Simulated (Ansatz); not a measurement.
# C: the cost of one run

Program: Ansatz 0.2.0. Level of theory: DFT PBE, scalar-relativistic, plane waves, PAW. These are calculated values, not measurements.

The COD entry's cell or inner coordinates are ideal or old and differ from later refinements, so a difference from it is no clean test against experiment.

2 further runs of the same task are left out: 2 set aside as unsound or not needed. Runs told in other sessions of the task aren't counted.

## Step 1: The starting structure

It takes space group P6_3/mmc (No. 194, hexagonal). Conventional cell: a = 2.467 Å, b = 2.467 Å, c = 8.513 Å, α = 90.00°, β = 90.00°, γ = 120.00°. Around C (site symmetry -6m2) lie 3 C at 1.42 Å.

As a file:

```xyz
4
Lattice="2.4665 0.0000 0.0000 -1.2333 2.1361 0.0000 0.0000 0.0000 8.5128" Properties=species:S:1:pos:R:3 pbc="T T T"
C     0.0000    0.0000    0.0213
C     0.0000    0.0000    4.2777
C     0.0000    1.4241    0.0213
C     1.2333    0.7120    4.2777
```

This cell was relaxed beforehand with the same method: volume 11.21 Å³/atom, gap on the mesh none (metal).

## Step 2: Zero of the scan

Contents of input.yaml:

```yaml
crystal:
  lattice:
    - [2.4665344233, 0.0, 0.0]
    - [-1.2332672117, 2.1360814699, 0.0]
    - [0.0, 0.0, 8.5128477067]
  atoms:
    - { symbol: C, position: [0.0, 0.0, 0.0025] }
    - { symbol: C, position: [0.0, 0.0, 0.5025] }
    - { symbol: C, position: [0.3333333333, 0.6666666667, 0.0025] }
    - { symbol: C, position: [0.6666666667, 0.3333333333, 0.5025] }
basis:
  ecutwfc: 420
kpoints:
  mp_grid: { grid: [24, 24, 6] }
hamiltonian:
  xc: pbe
scf:
  occupations: { method: gaussian, width: 0.15 }
output:
  forces: true
  stress: true
  eigenvalues: true
```

Command:

```console
$ ansatz run input.yaml --threads 1 --pin off --max-ram 2560MiB --backend cpu --events-out ev --progress --plain --runs-dir out
```

**Question.** How long does this run take on 1 thread of Intel Xeon Platinum 8175M at 2.50GHz (Skylake/Cascade Lake), shared host, and how much memory does it need?

About 7 s, with a peak of 0.44 GiB.
